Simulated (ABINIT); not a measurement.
Wanted: the native input for an ABINIT 10.8.3 (patched build) run.

```
Task                                            : relaxation of cell and atoms
Functional                                      : revPBE
Dispersion                                      : D3(BJ)
Potentials or basis                             : JTH PAW PBE v2.0
Cutoff                                          : 517 eV
k mesh                                          : 10 × 10 × 8
Occupations                                     : fermi-dirac, width 0.05 eV
Spin                                            : no spin polarisation
Cell freedom (optcell)                          : 2
Cutoff smearing ecutsm (Ha)                     : 0.5
Optimiser (ionmov)                              : 2
Force stop (Ha/bohr)                            : 0.0002
Fine-grid cutoff                                : 1034.03 eV
Exchange and correlation inside the PAW spheres : full angular mesh (pawxcdev 0, this build's default; the released program takes 1)
```

MgB2:

```xyz
3
Lattice="3.0850 0.0000 0.0000 -1.5425 2.6717 0.0000 0.0000 0.0000 3.5230" Properties=species:S:1:pos:R:3 pbc="T T T"
Mg    0.0000    0.0000    0.0000
B     1.5425    0.8906    1.7615
B     0.0000    1.7811    1.7615
```

These files were run (other wordings do the same):

run.abi

```
# Pseudopotentials
pp_dirpath "./"
pseudos "Mg.GGA_PBE-JTH.xml, B.GGA_PBE-JTH.xml"

# Structure
acell 5.8298050945 5.8298050945 6.6575051371
rprim
     1.0000000000     0.0000000000     0.0000000000
    -0.5000000000     0.8660254038     0.0000000000
     0.0000000000     0.0000000000     1.0000000000
ntypat 2
znucl 12 5
natom 3
typat 1 2 2
xred
     0.0000000000     0.0000000000     0.0000000000
     0.6666666667     0.3333333333     0.5000000000
     0.3333333333     0.6666666667     0.5000000000
chkprim 0
chksymtnons 0
tolsym 1.0e-6

# Plane-wave basis
ecut 19.0
pawecutdg 38.0
pawovlp 30

# k points
kptopt 1
ngkpt 10 10 8
nshiftk 1
shiftk 0.0 0.0 0.0

# Exchange and correlation
ixc 14
vdw_xc 7

# Bands and occupations
nband 12
occopt 3
tsmear 0.05 eV

# SCF cycle
nstep 100
tolvrs 1.0e-9

# Output
iomode 3
prtwf 0
prtden 0
prteig 0
prtebands 0
enunit 1

# Relaxation
ionmov 2
ntime 60
tolmxf 0.0002
optcell 2
dilatmx 1.08
ecutsm 0.5
```

Potentials or basis: JTH PAW PBE v2.0.

The run is started by

```bash
$ abinit run.abi > log 2>&1
```

It gave:

| Quantity | Value |
| --- | --- |
| Relaxed volume | 9.15 Å³/atom |
| Relaxed cell | a = 3.042 Å, b = 3.042 Å, c = 3.425 Å, α = 90.00°, β = 90.00°, γ = 120.00° |
| Space group after relaxing (to 0.05 Å) | P6/mmm (No. 191) |
| Energy gained by relaxing | 13.3 meV/atom |
| Ionic steps | 6 |
| Pressure after relaxing | 0.0 GPa |
| Band gap on the k mesh | none (metal or under the smearing width) |

Caveat: the PAW data sets were made with another functional, which shifts forces and pressure a little; pairwise dispersion overbinds metals, which lowers pressure and volume; the atomic spheres overlap.

Run time: 120 s on 1 thread of Arm Neoverse V1 (shared host), peak memory 0.11 GiB.
